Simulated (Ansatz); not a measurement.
# GaH6: a trial structure relaxed

Where does this trial cell of GaH6 go when cell and atoms are let free?

Program: Ansatz 0.2.0. Level of theory: DFT PBE, scalar-relativistic, plane waves, PAW. These are calculated values, not measurements.

### 1 The starting structure

It takes space group Im-3m (No. 229, cubic). The conventional cell has a = 6.356 Å, b = 6.356 Å, c = 6.356 Å, α = 90.00°, β = 90.00°, γ = 90.00°. Ga (site symmetry m-3m) is surrounded by 24 H at 3.55 Å. H (site symmetry -4m2) has 4 H at 2.25 Å as nearest neighbours.

As a file:

```
Ga H
1.0
    -3.17779    3.17779    3.17779
     3.17779   -3.17779    3.17779
     3.17779    3.17779   -3.17779
Ga H
1 6
Direct
  0.00000 0.00000 0.00000
  0.50000 0.25000 0.75000
  0.50000 0.75000 0.25000
  0.75000 0.50000 0.25000
  0.25000 0.50000 0.75000
  0.25000 0.75000 0.50000
  0.75000 0.25000 0.50000
```

A structure generator made this guess: random cell by space group and Wyckoff sites (Im-3m, No. 229). The dimensions are guesses.

### 2 The guess as it stands, on a coarse mesh

input.yaml

```yaml
crystal:
  lattice:
    - [-3.17779119, 3.17779119, 3.17779119]
    - [3.17779119, -3.17779119, 3.17779119]
    - [3.17779119, 3.17779119, -3.17779119]
  atoms:
    - { symbol: Ga, position: [0.0, 0.0, 0.0] }
    - { symbol: H, position: [0.5, 0.25, 0.75] }
    - { symbol: H, position: [0.5, 0.75, 0.25] }
    - { symbol: H, position: [0.75, 0.5, 0.25] }
    - { symbol: H, position: [0.25, 0.5, 0.75] }
    - { symbol: H, position: [0.25, 0.75, 0.5] }
    - { symbol: H, position: [0.75, 0.25, 0.5] }
basis:
  ecutwfc: 420
kpoints:
  mp_grid: { grid: [4, 4, 4] }
hamiltonian:
  xc: pbe
scf:
  occupations: { method: gaussian, width: 0.1 }
  lower_state_search: "off"
output:
  forces: true
  stress: true
  eigenvalues: true
```

Run with:

```console
$ ansatz run input.yaml --threads 1 --pin off --max-ram 2048MiB --backend cpu --events-out ev --progress --plain --runs-dir out
```

Output (excerpt; [...] marks lines left out):

```text
Warning: RAYON_NUM_THREADS=1 ignored (pool sized by the plan → 1); use --threads N
[...]
Pseudopotentials: kind: paw
Pseudopotential: Ga, paw, valence charge 13, recommended cutoff 420 eV (normal), Ga.paw.azcp
Pseudopotential: H, paw, valence charge 1, recommended cutoff 420 eV (normal), H.paw.azcp
Functional definition: PBE
[...]
Crystal: 7 atoms, lattice volume = 128.362 Å³
Basis set: ecut = 420 eV, 2491 PW (Γ), exchange–correlation on 80×80×80 points (8 copies of the dense FFT grid, shifted against one another)
Bands: 17, of which v1, the nominal top of the filled ones, is band 10 counted from 1 (9 counted from 0)
Symmetry: 48 space group operations
Space group: Im-3m (ITA 229), of the structure as read, at distance tolerance 5.0e-5 Å
k-points: 8 of 64
[...]
SCF iter   1: F=—  HF=-3866.042769 eV  |F-HF|=—  |Δ(HF+E_count)|=         —  Δρ=2.69e-3  dr2=8.29e-3  ethr=1.77e-3  ⟨swp⟩=5.5  Hψ=647  notcnv=0
[...]
SCF iter   6: F=-3866.052748 eV  HF=-3866.052748 eV  |F-HF|=1.04e-7  |Δ(HF+E_count)|=   2.18e-6  Δρ=4.58e-6  dr2=4.45e-8  ethr=5.26e-10  ⟨swp⟩=5.0  Hψ=492  notcnv=0
[...]
SCF converged after 6 iterations
Free energy (F): -3866.052748 eV
[...]
E sigma→0 (E₀):  -3866.046423 eV
Entropy (-TS):   -0.012650 eV (-1.807 meV/atom)
Fermi energy:    -2.237389 eV
[...]
--- Forces (eV/Å), atoms counted from 1 ---
  atom   1  Ga    -0.00000000     0.00000000    -0.00000000
  atom   2  H     -0.00000000     0.00000000    -0.00000000
  atom   3  H     -0.00000000    -0.00000000     0.00000000
  atom   4  H      0.00000000     0.00000000    -0.00000000
  atom   5  H     -0.00000000    -0.00000000     0.00000000
  atom   6  H      0.00000000    -0.00000000     0.00000000
  atom   7  H     -0.00000000     0.00000000     0.00000000
[...]
--- Stress (GPa, compression-positive) ---
       -8.305159      -0.000000      -0.000000
        0.000000      -8.305159       0.000000
        0.000000      -0.000000      -8.305159
  P = ⅓ Tr σ = -8.3052 GPa (-83.052 kbar)
--- Band table (eV; the first three rows and the last of 8) ---
  k-point 0: bands = ["-17.1237", "-17.1237", "-17.1237", "-17.1229", "-17.1229", "-7.3952", "-4.5008", "-2.1587", "-2.1587", "-2.1587", "-1.0279", "-1.0279", "0.7890", "0.7890", "0.7890"]
[...]
```

It took 0.95 s on 1 thread of Arm Neoverse V2, shared host; peak memory 0.32 GiB.

From the probe: pressure -8.3 GPa, largest force 0.00 eV/Å, gap on this mesh none (metal). A guess like this is first relaxed loosely on the coarse mesh.

### 3 Coarse relaxation

input.yaml: that of step 2 with these lines changed.

```diff
@@ -26 +26,6 @@
   eigenvalues: true
+relax:
+  adjacent_minimum: "off"
+  f_tol: 0.04
+  max_steps: 70
+  cell: { stress_tol: 0.4 }
```

Run with:

```console
$ ansatz run input.yaml --threads 1 --pin off --max-ram 2048MiB --backend cpu --events-out ev --progress --plain --runs-dir out
```

Output:

```text
Warning: RAYON_NUM_THREADS=1 ignored (pool sized by the plan → 1); use --threads N
Engine: ansatz 0.2.0, aarch64-unknown-linux-gnu
[... 4 set-up lines as earlier in the session ...]
  parameter kappa = 0.804
  parameter beta = 0.06672455060314922
  exchange = pbe_x(kappa = kappa, mu = beta*pi^2/3)
  correlation = pbe_c(beta = beta)
Crystal: 7 atoms, lattice volume = 128.362 Å³
Basis set: ecut = 420 eV, 2491 PW (Γ), exchange–correlation on 80×80×80 points (8 copies of the dense FFT grid, shifted against one another)
Bands: 17, of which v1, the nominal top of the filled ones, is band 10 counted from 1 (9 counted from 0)
[... 2 set-up lines as earlier in the session ...]
k-points: 8 of 64
Non-local potential: Ga, projectors of the file, l = 0: 2, l = 1: 2, l = 2: 3, l = 3: 1
Non-local potential: H, projectors of the file, l = 0: 2, l = 1: 1
PAW form: soft (Blöchl's): semilocal exchange-correlation on the pseudo side does not see the compensation charge
PAW one-centre angular grid: Ga, 590 points (default); XC on 64 Gauss nodes
PAW one-centre angular grid: H, 110 points (default); XC on 64 Gauss nodes
Initial density: superposition of atomic densities (neutral atoms: chi_scale 0, normalization atom), corrected by the library's trained network
Initial wavefunctions: pseudopotential atomic-orbital guess
Functional: x = pbe(κ = 0.804, μ = 0.2195149727645171), c = pbe(β = 0.06672455060314922)
SCF iter   1: F=—  HF=-3866.042769 eV  |F-HF|=—  |Δ(HF+E_count)|=         —  Δρ=2.69e-3  dr2=8.29e-3  ethr=1.77e-3  ⟨swp⟩=5.5  Hψ=647  notcnv=0
preconditioner: auto → Resta (q_TF=auto, 1.984 Å⁻¹)  ε∞=3.5  [insulator: Δε(μ)=0.107 eV  Ē_g=6.189 eV  σ=0.100 eV  W_gap=0.52  n_scr=18 (ndim 8)  ℏωp=9.8 eV  f_vac=0.000  D(μ)=2.54/eV (n_scr^D=12)  ε∞_Penn≈3.5]
SCF iter   2: F=—  HF=-3866.049518 eV  |F-HF|=—  |Δ(HF+E_count)|=   6.75e-3  Δρ=1.06e-3  dr2=1.14e-3  ethr=4.36e-5  ⟨swp⟩=2.0  Hψ=276  notcnv=0  defer=1
SCF iter   3: F=—  HF=-3866.052427 eV  |F-HF|=—  |Δ(HF+E_count)|=   2.91e-3  Δρ=4.77e-4  dr2=2.50e-4  ethr=5.99e-6  ⟨swp⟩=2.1  Hψ=189  notcnv=0  defer=1
SCF iter   4: F=—  HF=-3866.052720 eV  |F-HF|=—  |Δ(HF+E_count)|=   2.93e-4  Δρ=1.59e-4  dr2=2.11e-5  ethr=1.31e-6  ⟨swp⟩=2.4  Hψ=191  notcnv=0  defer=1
SCF iter   5: F=—  HF=-3866.052746 eV  |F-HF|=—  |Δ(HF+E_count)|=   2.57e-5  Δρ=1.97e-5  dr2=4.97e-7  ethr=1.11e-7  ⟨swp⟩=3.0  Hψ=201  notcnv=0  defer=1
SCF iter   6: F=-3866.052748 eV  HF=-3866.052748 eV  |F-HF|=1.04e-7  |Δ(HF+E_count)|=   2.18e-6  Δρ=4.58e-6  dr2=4.45e-8  ethr=5.26e-10  ⟨swp⟩=8.0  Hψ=631  notcnv=0
SCF 1 converged in 6 iterations: F = -3866.052748 eV  dr2 = 4.45e-8
relax step   1: F+E_penalty+E_count = -3866.05274824 eV  Δ(F+E_penalty+E_count) = +0.000e0 eV  max|allowed force component| = 7.373e-19 eV/Å  Δτ_max = 0.0000 Å  P = -8.305 GPa  Ω = 128.362 Å³  (6 SCF iters, dr2 threshold 1.00e-7 eV, accepted)
Crystal: 7 atoms, lattice volume = 110.489 Å³
Basis set: ecut = 420 eV, 2171 PW (Γ), exchange–correlation on 80×80×80 points (8 copies of the dense FFT grid, shifted against one another)
Initial density: handed on by an earlier stage of this run
Initial wavefunctions: those handed on with the density
iter 1 solved again at ethr=5.17e-6 eV; its pass at ethr=3.10e-3 eV (dr2=9.82e-4 eV) is discarded
SCF iter   1: F=—  HF=-3867.058681 eV  |F-HF|=—  |Δ(HF+E_count)|=         —  Δρ=9.63e-4  dr2=9.73e-4  ethr=5.17e-6  ⟨swp⟩=1.1  Hψ=817  notcnv=0
preconditioner: auto → none  [insulator: Δε(μ)=0.142 eV  Ē_g=13.133 eV  σ=0.100 eV  W_gap=0.61  n_scr=12 (ndim 8)  ℏωp=15.4 eV  f_vac=0.000  D(μ)=2.20/eV (n_scr^D=12)  ε∞_Penn≈2.4]
SCF iter   2: F=—  HF=-3867.058954 eV  |F-HF|=—  |Δ(HF+E_count)|=   2.73e-4  Δρ=4.81e-4  dr2=2.00e-4  ethr=5.12e-6  ⟨swp⟩=1.2  Hψ=138  notcnv=0
SCF iter   3: F=—  HF=-3867.059145 eV  |F-HF|=—  |Δ(HF+E_count)|=   1.91e-4  Δρ=5.73e-5  dr2=4.40e-6  ethr=1.05e-6  ⟨swp⟩=2.0  Hψ=172  notcnv=0
SCF iter   4: F=—  HF=-3867.059150 eV  |F-HF|=—  |Δ(HF+E_count)|=   4.17e-6  Δρ=5.18e-5  dr2=1.50e-6  ethr=2.32e-8  ⟨swp⟩=2.0  Hψ=212  notcnv=0
iter 5 did not close the SCF: its close was put off for the readings that it lacked (scf_convergence_deferred on its scf_iter line)
SCF iter   5: F=-3867.059148 eV  HF=-3867.059148 eV  |F-HF|=1.19e-8  |Δ(HF+E_count)|=   1.15e-6  Δρ=7.80e-6  dr2=3.30e-8  ethr=7.88e-9  ⟨swp⟩=2.0  Hψ=187  notcnv=0
SCF iter   6: F=-3867.059148 eV  HF=-3867.059148 eV  |F-HF|=9.98e-10  |Δ(HF+E_count)|=   2.54e-8  Δρ=7.15e-7  dr2=4.35e-10  ethr=1.74e-10  ⟨swp⟩=1.9  Hψ=403  notcnv=0
SCF 2 converged in 6 iterations: F = -3867.059148 eV  dr2 = 4.35e-10
relax step   2: F+E_penalty+E_count = -3867.05914845 eV  Δ(F+E_penalty+E_count) = -1.006e0 eV  max|allowed force component| = 9.348e-19 eV/Å  Δτ_max = 0.0000 Å  P = -9.627 GPa  Ω = 110.489 Å³  energy of the carried Pulay correction = +8.029e-3 eV  (6 SCF iters, dr2 threshold 7.00e-7 eV, accepted)
Crystal: 7 atoms, lattice volume = 94.358 Å³
Basis set: ecut = 420 eV, 1865 PW (Γ), exchange–correlation on 80×80×80 points (8 copies of the dense FFT grid, shifted against one another)
iter 1 solved again at ethr=5.53e-6 eV; its pass at ethr=3.10e-3 eV (dr2=1.05e-3 eV) is discarded
SCF iter   1: F=—  HF=-3868.102290 eV  |F-HF|=—  |Δ(HF+E_count)|=         —  Δρ=1.04e-3  dr2=1.04e-3  ethr=5.53e-6  ⟨swp⟩=1.1  Hψ=822  notcnv=0
preconditioner: auto → none  [insulator: Δε(μ)=0.187 eV  Ē_g=13.471 eV  σ=0.100 eV  W_gap=0.65  n_scr=12 (ndim 8)  ℏωp=16.7 eV  f_vac=0.000  D(μ)=2.04/eV (n_scr^D=12)  ε∞_Penn≈2.5]
SCF iter   2: F=—  HF=-3868.102402 eV  |F-HF|=—  |Δ(HF+E_count)|=   1.12e-4  Δρ=5.38e-4  dr2=2.14e-4  ethr=5.48e-6  ⟨swp⟩=1.4  Hψ=139  notcnv=0
SCF iter   3: F=—  HF=-3868.102540 eV  |F-HF|=—  |Δ(HF+E_count)|=   1.38e-4  Δρ=7.70e-5  dr2=6.06e-6  ethr=1.13e-6  ⟨swp⟩=2.4  Hψ=187  notcnv=0
SCF iter   4: F=—  HF=-3868.102540 eV  |F-HF|=—  |Δ(HF+E_count)|=   4.72e-7  Δρ=4.98e-5  dr2=1.32e-6  ethr=3.19e-8  ⟨swp⟩=2.1  Hψ=208  notcnv=0
iter 5 did not close the SCF: its close was put off for the readings that it lacked (scf_convergence_deferred on its scf_iter line)
SCF iter   5: F=-3868.102540 eV  HF=-3868.102540 eV  |F-HF|=1.88e-7  |Δ(HF+E_count)|=   5.91e-7  Δρ=1.55e-5  dr2=1.29e-7  ethr=6.96e-9  ⟨swp⟩=2.2  Hψ=192  notcnv=0
SCF iter   6: F=-3868.102540 eV  HF=-3868.102540 eV  |F-HF|=3.11e-9  |Δ(HF+E_count)|=   2.69e-8  Δρ=2.11e-6  dr2=2.47e-9  ethr=6.76e-10  ⟨swp⟩=2.0  Hψ=407  notcnv=0
SCF 3 converged in 6 iterations: F = -3868.102540 eV  dr2 = 2.47e-9
relax step   3: F+E_penalty+E_count = -3868.10253984 eV  Δ(F+E_penalty+E_count) = -1.043e0 eV  max|allowed force component| = 7.325e-19 eV/Å  Δτ_max = 0.0000 Å  P = -10.939 GPa  Ω = 94.358 Å³  energy of the carried Pulay correction = +1.639e-2 eV  (6 SCF iters, dr2 threshold 7.00e-7 eV, accepted)
[... 12 lines left out ...]
relax step   4: F+E_penalty+E_count = -3869.15018364 eV  Δ(F+E_penalty+E_count) = -1.048e0 eV  max|allowed force component| = 1.068e-18 eV/Å  Δτ_max = 0.0000 Å  P = -12.013 GPa  Ω = 79.878 Å³  energy of the carried Pulay correction = +2.499e-2 eV  (6 SCF iters, dr2 threshold 7.00e-7 eV, accepted)
[... 12 lines left out ...]
relax step   5: F+E_penalty+E_count = -3870.15457552 eV  Δ(F+E_penalty+E_count) = -1.004e0 eV  max|allowed force component| = 7.117e-19 eV/Å  Δτ_max = 0.0000 Å  P = -12.549 GPa  Ω = 66.961 Å³  energy of the carried Pulay correction = +3.372e-2 eV  (6 SCF iters, dr2 threshold 7.00e-7 eV, accepted)
[... 12 lines left out ...]
relax step   6: F+E_penalty+E_count = -3871.04202154 eV  Δ(F+E_penalty+E_count) = -8.874e-1 eV  max|allowed force component| = 9.901e-19 eV/Å  Δτ_max = 0.0000 Å  P = -11.645 GPa  Ω = 55.518 Å³  energy of the carried Pulay correction = +4.240e-2 eV  (6 SCF iters, dr2 threshold 7.00e-7 eV, accepted)
[... 12 lines left out ...]
relax step   7: F+E_penalty+E_count = -3871.71978549 eV  Δ(F+E_penalty+E_count) = -6.778e-1 eV  max|allowed force component| = 1.665e-19 eV/Å  Δτ_max = 0.0000 Å  P = -8.235 GPa  Ω = 45.218 Å³  energy of the carried Pulay correction = +5.101e-2 eV  (6 SCF iters, dr2 threshold 7.00e-7 eV, accepted)
[... 12 lines left out ...]
relax step   8: F+E_penalty+E_count = -3871.92301645 eV  Δ(F+E_penalty+E_count) = -2.032e-1 eV  max|allowed force component| = 8.996e-19 eV/Å  Δτ_max = 0.0000 Å  P = +2.198 GPa  Ω = 36.486 Å³  energy of the carried Pulay correction = +5.882e-2 eV  (7 SCF iters, dr2 threshold 7.00e-7 eV, accepted)
[... 9 lines left out ...]
relax step   9: F+E_penalty+E_count = -3871.92990648 eV  Δ(F+E_penalty+E_count) = -6.890e-3 eV  max|allowed force component| = 2.930e-19 eV/Å  Δτ_max = 0.0000 Å  P = +0.207 GPa  Ω = 37.569 Å³  energy of the carried Pulay correction = +5.783e-2 eV  (5 SCF iters, dr2 threshold 7.00e-7 eV, accepted)
Basis set: ecut = 420 eV, 683 PW (Γ), exchange–correlation on 50×50×50 points (8 copies of the dense FFT grid, shifted against one another)
Initial wavefunctions: pseudopotential atomic-orbital guess (no wavefunctions were taken with the density)
iter 1 solved again at ethr=1.65e-7 eV; its pass at ethr=3.10e-3 eV (dr2=3.14e-5 eV) is discarded
SCF iter   1: F=—  HF=-3871.915549 eV  |F-HF|=—  |Δ(HF+E_count)|=         —  Δρ=8.58e-4  dr2=4.47e-5  ethr=1.65e-7  ⟨swp⟩=2.0  Hψ=898  notcnv=0
preconditioner: auto → Kerker (q_TF=auto, 2.435 Å⁻¹)  [metal: Δε(μ)=0.032 eV  Ē_g=17.697 eV  σ=0.100 eV  W_gap=0.17  n_scr=12 (ndim 8)  ℏωp=26.4 eV  f_vac=0.000  D(μ)=2.66/eV (n_scr^D=18)]
SCF iter   2: F=—  HF=-3871.915706 eV  |F-HF|=—  |Δ(HF+E_count)|=   1.56e-4  Δρ=5.26e-4  dr2=2.36e-5  ethr=1.65e-7  ⟨swp⟩=2.0  Hψ=209  notcnv=0
SCF iter   3: F=—  HF=-3871.915764 eV  |F-HF|=—  |Δ(HF+E_count)|=   5.82e-5  Δρ=1.34e-4  dr2=1.60e-6  ethr=1.24e-7  ⟨swp⟩=2.0  Hψ=214  notcnv=0
SCF iter   4: F=—  HF=-3871.915756 eV  |F-HF|=—  |Δ(HF+E_count)|=   7.89e-6  Δρ=1.98e-5  dr2=6.61e-8  ethr=8.40e-9  ⟨swp⟩=2.0  Hψ=214  notcnv=0
SCF iter   5: F=-3871.915756 eV  HF=-3871.915756 eV  |F-HF|=3.44e-9  |Δ(HF+E_count)|=   1.98e-7  Δρ=4.55e-6  dr2=2.98e-9  ethr=2.36e-11  ⟨swp⟩=2.8  Hψ=486  notcnv=0
SCF 10 converged in 5 iterations: F = -3871.915756 eV  dr2 = 2.98e-9
relax step  10: F+E_penalty+E_count = -3871.91575635 eV  Δ(F+E_penalty+E_count) = +1.415e-2 eV  max|allowed force component| = 3.601e-19 eV/Å  Δτ_max = 0.0000 Å  P = +0.130 GPa  Ω = 37.569 Å³  stress off target by 1.30e-1 GPa  SCF on the basis re-selected at this cell (its energy is not comparable with the rows above)  (5 SCF iters)
basis re-selected at this cell: Δ(F+E_penalty+E_count) = +1.415e-2 eV, ΔP = -0.077 GPa vs the last step (what re-selecting the basis moved, of the pressure what is left beyond the Pulay correction that the steps carried, after the strain that the cell walked since its last selection, with what the two solves' SCF thresholds leave and, on support functions, any second-order correction that the steps lacked; it is no measure of the basis error at this ecutwfc). The dense FFT grid was sized anew with the basis: this SCF ran on 25×25×25 points, the steps before it on 40×40×40, so part of this shift can come from that change (see relax.cell in the input reference). This SCF's stress stands 1.30e-1 GPa from its target on what of the cell is left free (relax.cell.stress_tol is 4.00e-1 GPa) and its largest allowed force component is 3.60e-19 eV/Å (relax.f_tol is 4.00e-2 eV/Å): within both
SCF converged after 5 iterations
Free energy (F): -3871.915756 eV
Harris-Foulkes:  -3871.915756 eV  (|F-HF|=3.44e-9)
Internal energy: -3871.902442 eV  (E = F + TS)
E sigma→0 (E₀):  -3871.909099 eV
Entropy (-TS):   -0.013315 eV (-1.902 meV/atom)
Fermi energy:    5.919582 eV
--- Per-component energies (eV) ---
  E_band       = -76.549328
  E_kinetic    = 189.741754
  E_local      = -2015.543576  (includes V_loc(G=0)·N_el)
  E_nonlocal   = 430.830760
  E_hartree    = 927.122812
  E_xc         = -121.390006
  E_vxc        = -125.708097  (∫ρ·V_xc dr)
  E_paw        = -1988.754502  (= ΣΔE_a)
  E_vpaw       = -410.111882  (= ΣTr[D̂ρ^β])
  E_aug_tail   = -0.006032  (compensation charges beyond the density's cutoff)
  E_ewald      = -1293.903651
  E_smearing   = -0.013315  (= −TS)
  E_closure    = -0.000000  (closes the sum)
  Σ components = -3871.915756   (vs F -3871.915756, Δ=0.00e0)
--- Forces (eV/Å), atoms counted from 1 ---
  atom   1  Ga    -0.00000000    -0.00000000    -0.00000000
  atom   2  H     -0.00000000     0.00000000     0.00000000
  atom   3  H      0.00000000     0.00000000    -0.00000000
  atom   4  H     -0.00000000    -0.00000000     0.00000000
  atom   5  H      0.00000000     0.00000000    -0.00000000
  atom   6  H      0.00000000     0.00000000     0.00000000
  atom   7  H     -0.00000000     0.00000000    -0.00000000
  max |Σ_I F_I| component: 3.34e-19 eV/Å
--- Stress (GPa, compression-positive) ---
        0.130246       0.000000      -0.000000
       -0.000000       0.130246       0.000000
       -0.000000       0.000000       0.130246
  P = ⅓ Tr σ = 0.1302 GPa (1.302 kbar)
--- Band table (eV; the first three rows and the last of 8) ---
  k-point 0: bands = ["-8.4986", "-8.4986", "-8.4986", "-8.4732", "-8.4732", "-7.2377", "5.9240", "5.9240", "5.9240", "8.1487", "8.1487", "8.6680", "10.9557", "10.9557", "10.9557", "14.3848", "14.3848"]
  k-point 1: bands = ["-8.5191", "-8.5141", "-8.4753", "-8.4718", "-8.4672", "-6.2176", "1.7179", "4.6321", "5.2446", "5.8938", "8.9638", "9.1019", "11.0958", "13.2603", "13.3099", "16.9710", "18.3831"]
  k-point 2: bands = ["-8.5584", "-8.5296", "-8.4695", "-8.4663", "-8.4352", "-3.6581", "-2.5530", "3.7852", "4.7225", "4.8096", "7.9111", "11.1937", "12.5582", "12.8236", "16.7586", "17.9498", "21.8322"]
  k-point 7: bands = ["-8.5947", "-8.5947", "-8.4420", "-8.4420", "-8.4420", "-0.5483", "-0.5483", "1.9545", "1.9545", "1.9545", "2.5758", "13.9665", "13.9665", "13.9665", "20.5298", "21.2433", "21.4961"]
--- Relaxed structure (9 steps of the walk, 9 accepted, 1 SCFs on fresh bases) ---
  F+E_penalty+E_count = -3871.91575635 eV   max|allowed force component| = 3.601e-19 eV/Å   (the final SCF, on the basis selected at the relaxed cell)
  cell:  # Å, volume = 37.5689 Å³
    - [-2.109871692887671, 2.109871692887671, 2.10987169288767]
    - [2.109871692887671, -2.109871692887671, 2.10987169288767]
    - [2.109871692887671, 2.109871692887671, -2.10987169288767]
  atoms:
    - { symbol: Ga, position: [4.388656167783013e-35, -4.905225625879656e-35, -3.016169552952616e-35] }
    - { symbol: H, position: [0.5, 0.24999999999999994, 0.75] }
    - { symbol: H, position: [0.5, 0.75, 0.24999999999999997] }
    - { symbol: H, position: [0.75, 0.5, 0.24999999999999997] }
    - { symbol: H, position: [0.24999999999999994, 0.5, 0.75] }
    - { symbol: H, position: [0.25000000000000006, 0.7499999999999999, 0.49999999999999994] }
    - { symbol: H, position: [0.7499999999999999, 0.25000000000000006, 0.49999999999999994] }
```

Wall time 10 s (1 thread of Arm Neoverse V2, shared host); peak memory 0.34 GiB.

The steps of the relaxation:

| step | E - E(step 1) (eV/cell) | largest force component (eV/Å) | pressure (GPa) | volume (Å³) |
| --- | --- | --- | --- | --- |
| 1 | 0.0000 | 0.0000 | -8.31 | 128.36 |
| 2 | -1.0064 | 0.0000 | -9.63 | 110.49 |
| 3 | -2.0498 | 0.0000 | -10.94 | 94.36 |
| 4 | -3.0974 | 0.0000 | -12.01 | 79.88 |
| 5 | -4.1018 | 0.0000 | -12.55 | 66.96 |
| 6 | -4.9893 | 0.0000 | -11.65 | 55.52 |
| 7 | -5.6670 | 0.0000 | -8.23 | 45.22 |
| 8 | -5.8703 | 0.0000 | 2.20 | 36.49 |
| 9 | -5.8772 | 0.0000 | 0.21 | 37.57 |
| 10 | -5.8630 | 0.0000 | 0.13 | 37.57 |

Step 1 is the start. Step 10 repeats the geometry before it on a plane-wave basis chosen anew for that cell, so its energy need not be comparable with the rows above.

Lengths and angles in the start's conventional setting:

|  | before | after | change |
| --- | --- | --- | --- |
| a (Å) | 6.356 | 4.220 | -33.6 % |
| b (Å) | 6.356 | 4.220 | -33.6 % |
| c (Å) | 6.356 | 4.220 | -33.6 % |
| volume (Å³/atom) | 18.34 | 5.37 | -70.7 % |
| shortest distance (Å) | 2.247 | 1.492 | -33.6 % |
| space group (0.01 Å) | Im-3m | Im-3m | same |

Forces and stress were held to the start's 48 operations: a distortion of lower symmetry was not tested.

(Part 1 of 2 ends here.)
